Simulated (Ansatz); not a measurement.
Reaction (formal exchange of groups at the Si–O bond): `CB[SiH2]OC` + `CCC=O` → `CB[SiH2]CC` + `COC=O`

Isolated molecules relaxed with PBE0-D4/def2-TZVP in Ansatz; ΔE leaves out vibrations. CCSD(T)/CBS adds triple-zeta CCSD(T) − MP2 to the extrapolated MP2 energy (def2 sets, frozen cores). DFT in def2-TZVPP. B3LYP here is the variant with VWN-RPA as its local correlation; programs differ in this. One conformer a species, not always the lowest.

`CB[SiH2]OC`:

Z-matrix (Å, degrees):
```
C
B 1 1.552
H 1 1.091 2 115.9
H 1 1.105 2 103.7 3 -116.3
H 1 1.093 2 114.3 3 129.8
Si 2 2.015 1 125.2 3 19.8
H 2 1.203 1 118.3 3 -162.5
O 6 1.655 2 115.2 1 -1.9
H 6 1.490 2 109.5 1 -120.4
H 6 1.499 2 109.2 1 121.4
C 8 1.406 6 121.5 2 70.0
H 11 1.092 8 108.5 6 -178.3
H 11 1.098 8 112.0 6 -59.0
H 11 1.097 8 111.5 6 62.5
```

`CCC=O`:

Z-matrix (Å, degrees):
```
C
C 1 1.524
H 1 1.091 2 110.8
H 1 1.093 2 111.3 3 119.8
H 1 1.092 2 111.1 3 -120.0
C 2 1.499 1 111.6 3 -175.3
H 2 1.091 1 112.2 3 62.4
H 2 1.098 1 109.4 3 -57.3
O 6 1.200 2 125.2 1 -126.5
H 6 1.115 2 114.5 1 53.2
```

`CB[SiH2]CC`:

Z-matrix (Å, degrees):
```
C
B 1 1.554
H 1 1.091 2 116.7
H 1 1.094 2 113.7 3 129.6
H 1 1.104 2 103.8 3 -117.3
Si 2 2.020 1 124.8 3 17.7
H 2 1.202 1 117.4 3 -167.5
C 6 1.885 2 114.5 1 -16.4
H 6 1.498 2 106.8 1 105.3
H 6 1.495 2 110.1 1 -139.5
C 8 1.526 6 112.9 2 -65.7
H 8 1.095 6 108.8 2 171.5
H 8 1.096 6 108.3 2 56.7
H 11 1.093 8 111.8 6 179.2
H 11 1.093 8 111.3 6 -60.6
H 11 1.094 8 111.6 6 59.0
```

`COC=O`:

```xyz
8

C    -0.832   -0.374   -0.471
O     0.221    0.589   -0.495
C     1.064    0.534    0.532
O     1.006   -0.238    1.443
H    -1.445   -0.247    0.422
H    -1.420   -0.194   -1.368
H    -0.423   -1.386   -0.478
H     1.830    1.315    0.414
```

```tsv
level	ΔE (kJ/mol)
ωB97X-V	30.7
ωB97M-V	31.8
r2SCAN	24.8
PBE0	25.1
B3LYP	35.9
HF/def2-TZVPP	50.9
CCSD(T)/def2-TZVPP	33.8
MP2/def2-QZVPP	35.9
```

Task: What does CCSD(T)/CBS give? (Best estimate.)

Result: The calculation gave: +36.8 kJ/mol. The listed levels differ from it by -6.1, -5.0, -12.0, -11.7, -0.9, 14.1, -3.0, -0.9 kJ/mol.

Largest T1 diagnostic among the species: 0.015.

In def2-TZVPP, CCSD(T) changes the Hartree–Fock value by −17.1 kJ/mol (the triples alone add −4.6 kJ/mol) and MP2 by −17.2 kJ/mol. From PBE to PBE0 (25 % exact exchange), in def2-TZVPP and without D4, ΔE moves by +5.8 kJ/mol.

CCSD(T)/CBS has its own doubt, a few kJ/mol and more with outer-core shells, so smaller differences from it don't rank the levels.
